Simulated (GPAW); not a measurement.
Wanted: an ASE script for a GPAW 26.7.0 run.

```
Task                : relaxation of cell and atoms
Functional          : revPBE
Dispersion          : D4
Potentials or basis : the program's PAW data sets (release 1.2.1) made for this functional
Cutoff              : 600 eV
Basis               : pw
k mesh              : 8 × 8 × 8
Occupations         : fermi-dirac, width 0.05 eV
Spin                : no spin polarisation
Target pressure     : -2 GPa
Maxiter             : 150
Optimizer           : FIRE
Fmax                : 0.05 eV/Å
Max steps           : 60
Target pressure     : -2 GPa
Convergence         : density=1e-05 forces=0.0001
```

The structure of InAs lies in POSCAR:

```
InAs
1.0
    0.0000000000      3.0180000000      3.0180000000
    3.0180000000      0.0000000000      3.0180000000
    3.0180000000      3.0180000000      0.0000000000
In As
1 1
Direct
    0.0000000000      0.0000000000      0.0000000000
    0.7500000000      0.7500000000      0.7500000000
```

These files were run (other wordings do the same):

run.py

```python
from ase.calculators.mixing import SumCalculator
from ase.filters import FrechetCellFilter
from ase.io import read, write
from ase.optimize import FIRE
from ase.units import GPa
from dftd4.ase import DFTD4
from gpaw import GPAW, PW

atoms = read('POSCAR')

calc = GPAW(mode=PW(600),
            xc='revPBE',
            kpts={'size': (8, 8, 8), 'gamma': True},
            occupations={'name': 'fermi-dirac', 'width': 0.05},
            nbands=18,
            convergence={'density': 1e-05, 'forces': 0.0001},
            maxiter=150,
            txt='gpaw.txt')
atoms.calc = SumCalculator([calc, DFTD4(method='revpbe')])
opt = FIRE(FrechetCellFilter(atoms, scalar_pressure=-2 * GPa), trajectory='relax.traj', logfile='-')
done = opt.run(fmax=0.05, steps=60)
calc.write('gs.gpw')
write('result.traj', atoms)
print('Converged:', done)
print('Cell:', atoms.cell.cellpar().round(4))
print('Volume:', round(atoms.get_volume(), 4))
print(atoms.get_scaled_positions().round(5))
```

Potentials or basis: the program's PAW data sets (release 1.2.1) made for this functional, pw.

Run with:

```bash
$ OMP_NUM_THREADS=1 python run.py
```

Results of the run:

```json
{
  "Relaxed volume": "29.64 Å³/atom",
  "Relaxed cell": "a = 4.376 Å, b = 4.376 Å, c = 4.376 Å, α = 60.00°, β = 60.00°, γ = 60.00°",
  "Space group after relaxing (to 0.05 Å)": "F-43m (No. 216)",
  "Energy change on relaxing (the enthalpy is what falls)": "+5.0 meV/atom",
  "Ionic steps": "8",
  "Pressure after relaxing": "-2.2 GPa",
  "Band gap on the k mesh": "none (metal or under the smearing width)",
  "Dispersion energy per atom": "-0.497 eV"
}
```

Caveat: later steps reuse the first step's grids; pairwise dispersion overbinds metals, which lowers pressure and volume; this crystal is a semiconductor, whose small gap the functional closes, so the metal is an error of the method.

Wall time 3.5 min on 1 thread of Arm Neoverse V1 (shared host), peak memory 0.36 GiB.
